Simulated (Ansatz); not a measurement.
Compare A (`O=C1CCCO1`) with its isomer B (`C=CC(=O)OC`).

Computed with Ansatz on PBE0-D4/def2-TZVP structures; ΔE is electronic, products minus reactants. CCSD(T)/CBS is the MP2 limit (def2-TZVPP, def2-QZVPP) plus CCSD(T) − MP2 in def2-TZVPP, frozen cores. Functionals use def2-TZVPP. B3LYP here is the variant with VWN-RPA as its local correlation; programs differ in this. Each species was taken in one conformer, which may not be the lowest.

Question: Which isomer does CCSD(T)/CBS put lower? Give the gap. (An estimate is asked.)

Answer: The calculation gave: A, by 70.9 kJ/mol.

Question: Give E(B) − E(A) in kJ/mol with B3LYP, CCSD(T)/def2-SVP, MP2/def2-TZVPP, B3LYP-D4, LDA (SPW92), HF/def2-TZVPP, B2PLYP. (An estimate is asked.)

Answer: Computed: B3LYP 56.3, CCSD(T)/def2-SVP 68.4, MP2/def2-TZVPP 79.8, B3LYP-D4 59.6, LDA (SPW92) 97.3, HF/def2-TZVPP 58.8, B2PLYP 63.4. None reverses the order clearly.

Question: Does the order hold for the free energy at 298.15 K (harmonic terms from PBE0-D4)? (An estimate is asked.)

Answer: Computed: Yes: G(B) − G(A) = +57.5 kJ/mol, for one conformer each.

Largest T1 diagnostic: 0.015.

The D4 term adds +3.3 kJ/mol with B3LYP and +1.6 kJ/mol with PBE0; it sums over pairs of atoms, weighted by their polarisabilities, and B3LYP, whose exchange is more repulsive, gets the larger term. Leaving LDA and LC-ωPBE aside and taking each functional with its dispersion term where it has one, the values, not all of them listed here, spread over 43.1 kJ/mol, from BLYP-D4 to PBE-QIDH. LDA lies +23.2 kJ/mol from PBE without D4.
